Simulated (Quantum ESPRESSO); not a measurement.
Runs of Quantum ESPRESSO 7.5 on CoO. The structure is trigonal, space group R-3m (No. 166). The conventional cell has a = 3.011 Å, b = 3.011 Å, c = 7.320 Å, α = 90.00°, β = 90.00°, γ = 120.00°. Co (site symmetry -3m) is surrounded by 6 O at 2.12 Å. O (site symmetry -3m) is surrounded by 6 Co at 2.12 Å. The cell is a database's computed one.

| spin | mixing beta | gap on the mesh (eV) | pressure (GPa) | moment (μB) |
| --- | --- | --- | --- | --- |
| collinear, ferromagnetic start | 0.3 | none | -8.8 | 2.99 |
| off | 0.5 | none | -27.7 | - |
| non-collinear, random start | 0.3 | none | -8.8 | 2.99 |
| collinear, random start | 0.3 | none | (a) | 2.99 |

Alike in all rows: task single point; level PBEsol; potentials or basis GBRV 1.5 PBEsol; cell as given; k mesh 9 × 9 × 9; cutoff (eV) 762; smearing fermi-dirac 0.05 eV.

Estimate the missing entries.

(a) -8.9.

Caveats: semilocal functionals often make such compounds metallic where correlation or magnetic order opens a gap, which also shifts bond lengths; a cell with one magnetic atom can't hold antiferromagnetic order, which such compounds often take (some runs); an odd number of electrons without spin polarisation forces a metal (some runs); a magnetic or distorted state may lie lower (some runs); non-collinear GGA energies in this program can be off by tens of meV an atom and hang on the start (some runs).

A gap of «none» marks a metal or a gap under the smearing width.
